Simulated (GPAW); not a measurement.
A run of GPAW 26.7.0:

File run.py:

```python
from ase.calculators.mixing import SumCalculator
from ase.filters import FrechetCellFilter
from ase.io import read, write
from ase.optimize import BFGS
from ase.units import GPa
from dftd3.ase import DFTD3
from gpaw import GPAW, PW, setup_paths

setup_paths.insert(0, '.')

atoms = read('POSCAR')

calc = GPAW(mode=PW(600),
            xc='BLYP',
            kpts={'size': (13, 13, 13), 'gamma': True},
            occupations={'name': 'fermi-dirac', 'width': 0.05},
            nbands=14,
            convergence={'density': 1e-05, 'forces': 0.0001},
            eigensolver='davidson',
            maxiter=150,
            txt='gpaw.txt')
atoms.calc = SumCalculator([calc, DFTD3(method='blyp', damping='d3bj')])
opt = BFGS(FrechetCellFilter(atoms, scalar_pressure=-1 * GPa), trajectory='relax.traj', logfile='-')
done = opt.run(fmax=0.02, steps=40)
calc.write('gs.gpw')
write('result.traj', atoms)
print('Converged:', done)
print('Cell:', atoms.cell.cellpar().round(4))
print('Volume:', round(atoms.get_volume(), 4))
print(atoms.get_scaled_positions().round(5))
```

Contents of POSCAR:

```
Cu
1.0
    0.0000000000      1.8075000000      1.8075000000
    1.8075000000      0.0000000000      1.8075000000
    1.8075000000      1.8075000000      0.0000000000
Cu
1
Direct
    0.0000000000      0.0000000000      0.0000000000
```

Potentials or basis: PAW data sets generated in the run's folder for this functional, pw.

Launch:

```bash
$ gpaw-setup -f BLYP Cu
$ OMP_NUM_THREADS=1 python run.py
```

Hardware: 1 thread of Arm Neoverse V1, with other jobs on the host.

Problem. Estimate the wall time of this run.

Solution. Wall time 35 s on 1 thread of Arm Neoverse V1, with other jobs on the host, peak memory 0.16 GiB. Counts: scf iterations 39, plane waves 411, bands 14, k points 84, ion steps 4.
